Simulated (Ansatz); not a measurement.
# NaF (Villiaumite) under changes of volume

One of the cells (12.487 Å³/atom); the others are scaled copies at fixed shape and fractional positions:

```
Na F
1.0
     0.00000    2.32000    2.32000
     2.32000    0.00000    2.32000
     2.32000    2.32000    0.00000
Na F
1 1
Direct
  0.00000 0.00000 0.00000
  0.50000 0.50000 0.50000
```

| Item | Value |
| --- | --- |
| Program | Ansatz 0.2.0 |
| Functional | LDA |
| Potentials or basis | Ansatz PAW |
| Cutoff | 420 eV (not typed: the program's choice for these potentials) |
| k mesh | 10 × 10 × 10 |
| Occupations | fermi-dirac, width 0.05 eV |
| Spin | no spin polarisation |

```tsv
volume (Å³/atom)	energy over the lowest point (meV/atom)	pressure (GPa)	gap on the mesh (eV)
11.738	0.00	-1.6	6.29
11.988	3.36	-2.7	6.18
12.237	8.23	-3.6	6.06
12.487	14.58	-4.5	5.96
12.737	22.15	-5.2	5.85
12.987	30.75	-5.9	5.76
13.236	?	?	?
```

Q: What does the run at 13.236 Å³/atom give?

A: Energy over the lowest point 40.37 meV/atom; pressure -6.4 GPa; gap on the mesh 5.66 eV.

Worked out: A Birch-Murnaghan fit of order 3 (a polynomial in V^(-2/3)) to the other rows has its minimum at 11.43 Å³/atom, just outside them, with B0 = V·E''(V) = 63 GPa and B' = 5.1. It gives 40.26 meV/atom at 13.236 Å³/atom, against the run's 40.37, and -dE/dV = -6.4 GPa, against -6.4. A straight line through the other rows of the gap, of slope -5.29 eV per unit of ln V (its deformation potential), extrapolates to 5.65 eV, against the run's 5.66.

Energies are extrapolated to zero smearing.

Caveats: the PAW data sets come from PBE, with cores solved anew for the run's functional, which leaves a small shift of forces and pressure.

A mesh can miss the band edges.
